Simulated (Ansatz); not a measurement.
# Calculated N-14 nuclear quadrupole resonance for Si3N4 at a changed volume

Cell: a structure deposited in the COD, relaxed with PBE at fixed cell and then changed (volume scaled by 0.98, ions relaxed).

```cif
data_Si3N4
_symmetry_space_group_name_H-M 'P6_3/m'
_symmetry_Int_Tables_number 176
_cell_length_a 7.5440
_cell_length_b 7.5440
_cell_length_c 2.8828
_cell_angle_alpha 90.000
_cell_angle_beta 90.000
_cell_angle_gamma 120.000
loop_
_atom_site_label
_atom_site_type_symbol
_atom_site_symmetry_multiplicity
_atom_site_Wyckoff_symbol
_atom_site_fract_x
_atom_site_fract_y
_atom_site_fract_z
Si Si 6 h 0.7660 0.1723 0.2500
N7 N 6 h 0.0281 0.3294 0.2500
N13 N 2 d 0.3333 0.6667 0.7500
```

One atom of each set is listed.

All values are calculated (Ansatz; DFT, PBE, plane waves and PAW, scalar-relativistic, 420 eV cutoff, Γ-centred 4×4×10 k-points, Fermi–Dirac smearing 0.02 eV), not measured.

N-14: I = 1, Q = 20.44 mb (year-2017 value). Static lattice, zero field.

Problem. At which frequencies do the N-14 NQR lines lie?

Solution. For I = 1 the lines are ν± = (3/4)|C_Q|(1 ± η/3) and ν₀ = |C_Q|η/2.

```csv
site,atoms,V_zz (10²¹ V/m²),C_Q (MHz),η,line frequencies (MHz)
N7,6,-4.70,-2.32,0.08,"0.0953, 1.69, 1.79"
N13,2,-4.63,-2.29,0.00,1.71
```

An axis of threefold or higher order runs through N13, so V_zz lies along it and η is zero. At N7 V_zz stands upright on the plane through its three neighbours (within 3°).

At this changed cell the PBE pressure is 12 GPa.

The relaxation (3 steps) took 13 s of wall time (47 s of CPU time) and 0.55 GiB at its peak, on 4 threads of Arm Neoverse V1 (aarch64; 8 cores open to the job, memory cap 8.0 GiB, no GPU), a shared host with a load of 0.8 a core.
